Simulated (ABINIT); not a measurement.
The system is Ni.

```
Ni
1.0
    -1.38372    1.38372    1.38372
     1.38372   -1.38372    1.38372
     1.38372    1.38372   -1.38372
Ni
1
Cartesian
  0.0000 0.0000 0.0000
```

This isn't the form of Ni at room conditions, which is fcc.

Base run:

| Quantity | Value |
| --- | --- |
| Program | ABINIT 10.8.3 (patched build) |
| Functional | PBE |
| Potentials or basis | JTH PAW PBE v2.0 |
| Cutoff | 1333 eV |
| k mesh | 13 × 13 × 13 |
| Occupations | fermi-dirac, width 0.05 eV |
| Spin | collinear spin, ferromagnetic start |
| Starting moments | [1.0] μB |

Its results: band gap on the k mesh none (metal or under the smearing width); pressure 8.3 GPa; net moment 0.59 μB per cell; site moments Ni +0.61 μB.

Q: After a change of settings the same cell gave: band gap on the k mesh none (metal or under the smearing width); pressure -0.8 GPa; net moment 0.58 μB per cell; site moments Ni +0.60 μB. Which change was it?
A. functional from PBE to RPBE
B. functional from PBE to revPBE
C. functional from PBE to BLYP
D. functional from PBE to WC

A: D.

WC binds more tightly than PBE, so the same cell stands under less pressure.

Caveats: the PAW data sets were made with another functional, which shifts forces and pressure a little (some runs).
